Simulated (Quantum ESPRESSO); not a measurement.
Ti under changes of volume

One of the cells (17.020 Å³/atom); the others are scaled copies at fixed shape and fractional positions:

```xyz
3
Lattice="4.5674 0.0000 0.0000 -2.2837 3.9555 0.0000 0.0000 0.0000 2.8262" Properties=species:S:1:pos:R:3 pbc="T T T"
Ti    2.2837    1.3185    1.4131
Ti    0.0000    2.6370    1.4131
Ti    0.0000    0.0000    0.0000
```

This isn't the form of Ti at room conditions, which is hcp.

| Property | Result |
| --- | --- |
| Program | Quantum ESPRESSO 7.5 |
| Functional | LDA |
| Potentials or basis | PseudoDojo 0.4.1 SR LDA standard |
| Cutoff | 1143 eV |
| Density cutoff | 4572 eV |
| k mesh | 7 × 7 × 9 |
| Occupations | fermi-dirac, width 0.05 eV |
| Spin | no spin polarisation |

| volume (Å³/atom) | energy over the lowest point (meV/atom) | pressure (GPa) |
| --- | --- | --- |
| 15.999 | 0.00 | -1.1 |
| 16.339 | ? | ? |
| 16.679 | 15.03 | -5.9 |
| 17.020 | 29.74 | -7.9 |
| 17.360 | 48.65 | -9.8 |
| 17.701 | 71.37 | -11.5 |
| 18.041 | 97.54 | -13.1 |

Problem. What does the run at 16.339 Å³/atom give?

Solution. Energy over the lowest point 4.96 meV/atom; pressure -3.6 GPa.

Worked out: A Birch-Murnaghan fit of order 3 (a polynomial in V^(-2/3)) to the other rows has its minimum at 15.86 Å³/atom, just outside them, with B0 = V·E''(V) = 128 GPa and B' = 3.5 at fixed shape and positions, which overstates the stiffness. It gives 4.97 meV/atom at 16.339 Å³/atom, against the run's 4.96, and -dE/dV = -3.6 GPa, against -3.6.

Energies are extrapolated to zero smearing.
